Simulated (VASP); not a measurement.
This VASP 6.6.1 run on AlRu needs a look.

File INCAR:

```
SYSTEM = AlRu
  ALGO = Normal
  EDIFF = 1E-6
  ENCUT = 520
  ISIF = 2
  ISMEAR = 1
  LASPH = .True.
  LCHARG = .True.
  LELF = .True.
  LMIXTAU = .True.
  LORBIT = 11
  LREAL = .False.
  LVHAR = .True.
  LWAVE = .False.
  METAGGA = MS2
  NELM = 3
  PREC = Accurate
  SIGMA = 0.1
```

The input AlRu.cif:

```cif
data_AlRu
_cell_length_a 3.22260341
_cell_length_b 3.22260341
_cell_length_c 3.22260341
_cell_angle_alpha 90.00000000
_cell_angle_beta 90.00000000
_cell_angle_gamma 90.00000000
_space_group_name_H-M_alt 'Pm-3m'
_space_group_name_Hall '-P 4 2 3'
_space_group_IT_number 221
loop_
_space_group_symop_operation_xyz
'x,y,z'
'-x,-y,-z'
'-y,x,z'
'y,-x,-z'
'-x,-y,z'
'x,y,-z'
'y,-x,z'
'-y,x,-z'
'x,-y,-z'
'-x,y,z'
'-y,-x,-z'
'y,x,z'
'-x,y,-z'
'x,-y,z'
'y,x,-z'
'-y,-x,z'
'z,x,y'
'-z,-x,-y'
'z,-y,x'
'-z,y,-x'
'z,-x,-y'
'-z,x,y'
'z,y,-x'
'-z,-y,x'
'-z,x,-y'
'z,-x,y'
'-z,-y,-x'
'z,y,x'
'-z,-x,y'
'z,x,-y'
'-z,y,x'
'z,-y,-x'
'y,z,x'
'-y,-z,-x'
'x,z,-y'
'-x,-z,y'
'-y,z,-x'
'y,-z,x'
'-x,z,y'
'x,-z,-y'
'-y,-z,x'
'y,z,-x'
'-x,-z,-y'
'x,z,y'
'y,-z,-x'
'-y,z,x'
'x,-z,y'
'-x,z,-y'
loop_
_atom_site_label
_atom_site_type_symbol
_atom_site_symmetry_multiplicity
_atom_site_Wyckoff_symbol
_atom_site_fract_x
_atom_site_fract_y
_atom_site_fract_z
_atom_site_occupancy
Ru1 Ru 1 b 0.5000000000 0.5000000000 0.5000000000 1
Al1 Al 1 a 0.0000000000 0.0000000000 0.0000000000 1
```

The input KPOINTS:

```
k-points
0
Gamma
  8 8 8
  0 0 0
```

File POSCAR:

```
Ru Al
 1.0000000000000000
     3.2226034100000001    0.0000000000000000    0.0000000000000000
     0.0000000000000000    3.2226034100000001    0.0000000000000000
     0.0000000000000000    0.0000000000000000    3.2226034100000001
 Ru  Al 
   1   1
Cartesian
  1.6113017050000000  1.6113017050000000  1.6113017050000000
  0.0000000000000000  0.0000000000000000  0.0000000000000000
```

Potentials or basis: VASP PAW PBE potentials, release 64 (Ru_pv, Al).

Command:

```sh
$ ase convert -i cif -o vasp AlRu.cif POSCAR
$ cat potpaw_PBE.64/Ru_pv/POTCAR potpaw_PBE.64/Al/POTCAR > POTCAR
$ mpirun -np 1 vasp_std > vasp.out
```

OUTCAR:

```text
SYSTEM = AlRu
   EDIFF = 1E-6
   ENCUT = 520
   ISIF = 2
   ISMEAR = 1
   LASPH = .True.
   LORBIT = 11
   LREAL = .False.
   METAGGA = MS2
   NELM = 3
   PREC = Accurate

 ion  position               nearest neighbor table
   1  0.500  0.500  0.500-   2 2.79   2 2.79   2 2.79   2 2.79   2 2.79   2 2.79   2 2.79   2 2.79

   2  0.000  0.000  0.000-   1 2.79   1 2.79   1 2.79   1 2.79   1 2.79   1 2.79   1 2.79   1 2.79

  LATTYP: Found a simple cubic cell.
 ALAT       =     3.2226034100

  Lattice vectors:

 A1 = (   3.2226034100,   0.0000000000,   0.0000000000)
 A2 = (   0.0000000000,   3.2226034100,   0.0000000000)
[... 554 lines left out ...]
  in kB    -3166.2472284  -3166.2472284  -3166.2472284     -0.0000000     -0.0000000      0.0000000
  external PRESSURE =   -3166.2472284 kB  Pullay stress =       0.0000000 kB

 VOLUME and BASIS-vectors are now :
 -----------------------------------------------------------------------------
  energy-cutoff  :      520.00
  volume of cell :       33.47
      direct lattice vectors                 reciprocal lattice vectors
     3.222603410  0.000000000  0.000000000     0.310308118  0.000000000  0.000000000
     0.000000000  3.222603410  0.000000000     0.000000000  0.310308118  0.000000000
     0.000000000  0.000000000  3.222603410     0.000000000  0.000000000  0.310308118

 POSITION                                       TOTAL-FORCE (eV/Angst)
 -----------------------------------------------------------------------------------
      1.61130      1.61130      1.61130         0.000000      0.000000      0.000000
      0.00000      0.00000      0.00000         0.000000      0.000000      0.000000
 -----------------------------------------------------------------------------------
    total drift:                                0.000000     -0.000000     -0.000000

  FREE ENERGIE OF THE ION-ELECTRON SYSTEM (eV)
  ---------------------------------------------------
  free  energy   TOTEN  =       -30.3132782486 eV

  energy  without entropy=      -30.3138862121  energy(sigma->0) =      -30.31348090

 total charge

# of ion       s       p       d       tot
------------------------------------------
    1        0.418   6.248   5.263  11.929
    2        0.395   0.397   0.000   0.792
--------------------------------------------------
tot          0.813   6.645   5.263  12.721
```

On the terminal:

```text
POSCAR found type information on POSCAR RuAl
[... 33 lines left out ...]
 -----------------------------------------------------------------------------
```

Task: What happened, and what is wrong with the input?

Result: No converged result was reached. The input holds a flaw that was put in on purpose: too few electronic steps (NELM = 3).
